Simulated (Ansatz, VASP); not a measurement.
**One calculation of PbS, two programs**

```
CELL_PARAMETERS angstrom
4.08970 0.00000 0.00000
-2.04485 3.54178 0.00000
0.00000 0.00000 3.78817
ATOMIC_POSITIONS crystal
Pb 0.00000 0.00000 0.00000
S 0.66667 0.33333 0.53960
```

Change from the starting cell: one atom moved.

Alike in both runs: task single point; functional PBE; k mesh 12 × 12 × 10; occupations gaussian, width 0.1 eV; no spin polarisation.

```csv
,VASP,Ansatz
version,VASP 6.6.1,Ansatz 0.2.0
potentials or method,"VASP PAW PBE potentials, release 64 (Pb_d, S)","scalar-relativistic, plane waves, PAW"
plane-wave cutoff (eV),520,420
valence electrons in the cell,20,20
```

```tsv
	VASP	Ansatz	Ansatz less VASP
gap on the k mesh at the Fermi level (eV)	none	none	-
pressure (GPa)	0.3	0.3	+0.07
largest component of the traceless stress (GPa)	0.40	0.41	+0.008
rms of the force components (eV/Å)	0.071	0.071	+0.0001
```

Atom by atom the forces differ by 0.000 eV/Å (rms over components). A gap of «none» marks a metal or a gap that the smearing closes.

The runs have no spin-orbit coupling, so splittings on Pb are missing.
